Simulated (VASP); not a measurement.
Write the native input for VASP 6.6.1 that does the following.

```yaml
Task: single point
Functional: PBE
Potentials_or_basis: VASP PAW PBE potentials, release 64 (Sb_d_GW, Ga_d_GW)
Cutoff: 500 eV
k_mesh: 5 × 5 × 5
Occupations: gaussian, width 0.02 eV
Spin: no spin polarisation
Further_INCAR_settings: ALGO = Fast; EDIFF = 1e-06; NBANDS = 21
```

The structure of GaSb lies in POSCAR:

```
GaSb
1.0
   -1.5559010000      2.6750030000      2.8933130000
    1.5559010000     -2.6750030000      2.8933130000
    1.5559010000      2.6750030000     -2.8933130000
Sb Ga
1 1
Direct
    0.5000000000      0.5000000000      0.0000000000
    0.0000000000      0.0000000000      0.0000000000
```

Measurements of this composition are mostly on another form, of space group No. 216.

The input as run:

INCAR

```
  PREC = Accurate
  ENCUT = 500
  EDIFF = 1E-6
  ISMEAR = 0
  SIGMA = 0.02
  LREAL = False
  LASPH = True
  NELM = 60
  ALGO = Fast
  ISIF = 2
  LWAVE = False
  LCHARG = False
  GGA = PE
  NBANDS = 21
```

KPOINTS

```
regular mesh
0
Gamma
  5 5 5
```

Potentials or basis: VASP PAW PBE potentials, release 64 (Sb_d_GW, Ga_d_GW).

Command:

```sh
$ cat potpaw_PBE.64/Sb_d_GW/POTCAR potpaw_PBE.64/Ga_d_GW/POTCAR > POTCAR
$ mpirun -np 1 vasp_std > vasp.out
```

Results of the run:

```json
{"Pressure": "-0.2 GPa", "Band gap on the k mesh": "none (metal or under the smearing width)"}
```

Caveat: the k mesh is coarse (spacing up to 0.47 Å⁻¹), so the values aren't converged; the cutoff is under 1.25 times the usual one of these potentials, so pressure, stress and relaxed cells hold a basis-set (Pulay) error.

It took 44 s on 1 thread of Intel(R) Xeon(R) Platinum 8559C (Emerald Rapids), with other jobs on the host, peak memory 0.2 GiB.
